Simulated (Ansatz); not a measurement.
Runs of Ansatz 0.2.0 on CoO. The structure is hexagonal, space group P-6m2 (No. 187). The conventional cell has a = 2.828 Å, b = 2.828 Å, c = 2.722 Å, α = 90.00°, β = 90.00°, γ = 120.00°. Around Co (site symmetry -6m2) lie 6 O at 2.13 Å. O (site symmetry -6m2) is surrounded by 6 Co at 2.13 Å. The cell was built by a generator and needn't be a form met in nature.

```csv
task,level,cell,k mesh,points for each segment of the path,mesh quality,gap on the mesh (eV),pressure (GPa),moment (μB),relaxed volume (Å³/atom)
band structure,HSE03,as given,6 × 6 × 5,4,coarse,none,-,3.00,-
relaxation of cell and atoms,PBEsol0,relaxed,6 × 6 × 5,-,coarse,none,-,3.00,8.99
relaxation of cell and atoms,HSE03,relaxed,6 × 6 × 5,-,coarse,none,-,3.00,9.32
single point,PBEsol0,as given,6 × 6 × 5,-,coarse,none,-,3.00,-
relaxation of cell and atoms,LDA,relaxed,8 × 8 × 7,-,not flagged,none,0.0,2.97,8.63
relaxation of cell and atoms,PBE+D3(BJ),relaxed,8 × 8 × 7,-,not flagged,none,0.0,3.00,9.23
relaxation of cell and atoms,BLYP,relaxed,8 × 8 × 7,-,not flagged,none,0.0,3.00,9.91
band structure,HSEsol,as given,6 × 6 × 5,4,coarse,none,-,3.00,-
single point,PBE,as given,11 × 11 × 10,-,not flagged,none,0.1,3.00,-
relaxation of cell and atoms,PBE,relaxed,8 × 8 × 7,-,not flagged,none,0.0,3.00,9.43
relaxation of cell and atoms,HSEsol,relaxed,6 × 6 × 5,-,coarse,none,-,3.00,(a)
relaxation of cell and atoms,PBEsol,relaxed,8 × 8 × 7,-,not flagged,none,0.0,3.00,(b)
```

Alike in all rows: potentials or basis Ansatz PAW; spin collinear, ferromagnetic start; cutoff (eV) 420; smearing fermi-dirac 0.05 eV.

**Question.** Fill in the values left out.

**Answer.** (a) 9.00; (b) 8.96.

Caveats: some runs use coarse meshes; a cell with one magnetic atom can't hold antiferromagnetic order, which such compounds often take; the PAW data sets come from PBE, with cores solved anew for the run's functional, which leaves a small shift of forces and pressure (some runs); the plane-wave basis is chosen anew once the cell has moved, so the energies of steps on either side of that aren't comparable (some runs); the magnetic or orbital state may not be the lowest (some runs); semilocal functionals often make such compounds metallic where correlation or magnetic order opens a gap, which also shifts bond lengths (some runs); pairwise dispersion overbinds metals, which lowers pressure and volume (some runs); the potentials were made for another functional, which shifts forces and pressure (some runs).

A k mesh can miss the band edges.

A gap of «none» marks a metal or a gap under the smearing width.

Not every run made on this cell is shown here.
